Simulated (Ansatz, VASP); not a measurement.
## One calculation of KCl, two programs

Contents of POSCAR:

```
KCl
1.0
    0.0000000000      3.5612949880      3.5072828324
    3.5612949880      0.0000000000      3.5072828324
    3.5612949880      3.5612949880      0.0000000000
K Cl
1 1
Direct
    0.0000000000      0.0000000000      0.0000000000
    0.2500000000      0.2500000000      0.2500000000
```

The input INCAR.step1:

```
SYSTEM = KCl
PREC     = Accurate       ! precision mode
ENCUT    = 520            ! plane-wave cutoff, eV
EDIFF    = 1E-5           ! SCF threshold, eV
ISMEAR   = 0              ! smearing method
SIGMA    = 0.01           ! smearing width, eV
LREAL    = .FALSE.        ! projectors in reciprocal space
LASPH    = .TRUE.         ! aspherical terms in the spheres
NELM     = 100            ! most SCF steps
ALGO     = Normal         ! electronic algorithm
ISIF     = 2              ! what is computed and relaxed
LWAVE    = .TRUE.         ! write WAVECAR
LCHARG   = .FALSE.        ! write CHGCAR
NBANDS   = 15             ! bands
GGA      = PE             ! functional
```

File INCAR.step2:

```
SYSTEM = KCl
PREC     = Accurate       ! precision mode
ENCUT    = 520            ! plane-wave cutoff, eV
EDIFF    = 1E-7           ! SCF threshold, eV
ISMEAR   = 0              ! smearing method
SIGMA    = 0.01           ! smearing width, eV
LREAL    = .FALSE.        ! projectors in reciprocal space
LASPH    = .TRUE.         ! aspherical terms in the spheres
NELM     = 100            ! most SCF steps
ALGO     = Normal         ! electronic algorithm
ISIF     = 2              ! what is computed and relaxed
LWAVE    = .FALSE.        ! write WAVECAR
LCHARG   = .FALSE.        ! write CHGCAR
GGA      = PE             ! functional
LHFCALC  = .TRUE.         ! exact exchange
HFSCREEN = 0.2079         ! screening, 1/A
PRECFOCK = Normal       
NBANDS   = 15             ! bands
ISTART   = 1
```

File KPOINTS:

```
Automatic mesh
0
G
  4 4 4
  0 0 0
```

Input for Ansatz:

```yaml
crystal:
  lattice:
    - [0.0, 3.561294988, 3.5072828324]
    - [3.561294988, 0.0, 3.5072828324]
    - [3.561294988, 3.561294988, 0.0]
  atoms:
    - { symbol: K, position: [0.0, 0.0, 0.0] }
    - { symbol: Cl, position: [0.25, 0.25, 0.25] }
kpoints:
  mp_grid: { grid: [4, 4, 4] }
  band_path:
    path:
      - [0.0, 0.0, 0.0]
      - [-0.5, -0.5, 0.0]
      - [-0.375, -0.375, 0.25]
      - [-0.375, 0.0, 0.375]
      - [0.0, 0.0, 0.5]
      - [-0.5, -0.25, 0.25]
      - [-0.020833, 0.354167, -0.375]
    npoints: 1
hamiltonian:
  xc: hse06
scf:
  occupations: { method: fixed }
  n_extra_bands: 4
output:
  forces: true
  stress: true
  eigenvalues: true
```

Change from the starting cell: biaxial_xy strain +1.5%.

Alike in both runs: task single point; functional HSE06; k mesh 4 × 4 × 4; no spin polarisation.

|  | VASP | Ansatz |
| --- | --- | --- |
| version | VASP 6.6.1 | Ansatz 0.2.0 |
| potentials or method | VASP PAW PBE potentials, release 64 (K_sv, Cl) | plane waves, PAW |
| plane-wave cutoff (eV) | 520 | 420 |
| occupations | gaussian, width 0.01 eV | fixed |
| valence electrons in the cell | 16 | 16 |

```tsv
	VASP	Ansatz	Ansatz less VASP
gap on the k mesh at the Fermi level (eV)	5.95	5.95	+0.002
pressure (GPa)	-0.2	-0.2	-0.01
```

Ansatz warned: «stress_exchange_threshold_loose».

Caveats: the PAW data sets were made with another functional, which shifts forces and pressure a little (VASP). A k mesh can miss the band edges.
